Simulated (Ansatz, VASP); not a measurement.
# Ni: VASP beside Ansatz

```
Ni
1.0
     2.44802    0.00000    0.00000
    -1.22401    2.12005    0.00000
     0.00000    0.00000    4.07281
Ni
2
Direct
  0.42446 0.73337 0.25000
  0.66667 0.33333 0.75000
```

Alike in both runs: task electric field gradients; functional LDA; k mesh 15 × 15 × 8; occupations fermi-dirac, width 0.08 eV; collinear spin.

```csv
,VASP,Ansatz
version,VASP 6.6.1,Ansatz 0.2.0
potentials or method,"VASP PAW LDA potentials, release 64 (Ni), cutoff 520 eV","all-electron PAW with datasets made for the crystal, scalar-relativistic"
```

|  | VASP | Ansatz | Ansatz less VASP |
| --- | --- | --- | --- |
| pressure (GPa) | -10.1 | -10.1 | -0.07 |
| largest component of the traceless stress (GPa) | 2.25 | 2.18 | -0.075 |
| rms of the force components (eV/Å) | 0.173 | 0.178 | +0.0049 |
| net moment per atom (μB) | 0.59 | 0.62 | +0.023 |
| size of the moment on the site where the two differ most (μB) | 0.60 | 0.65 | +0.048 |
| Vzz of the field gradient on the site that differs most (V/Å²) | 3.7 | 5.8 | +2.14 |

Site moments also hang on the region over which each program counts them. Atom by atom the forces differ by 0.005 eV/Å (rms over components). Ansatz ran all-electron here, so the differences hold the error of VASP's frozen core and of both bases.
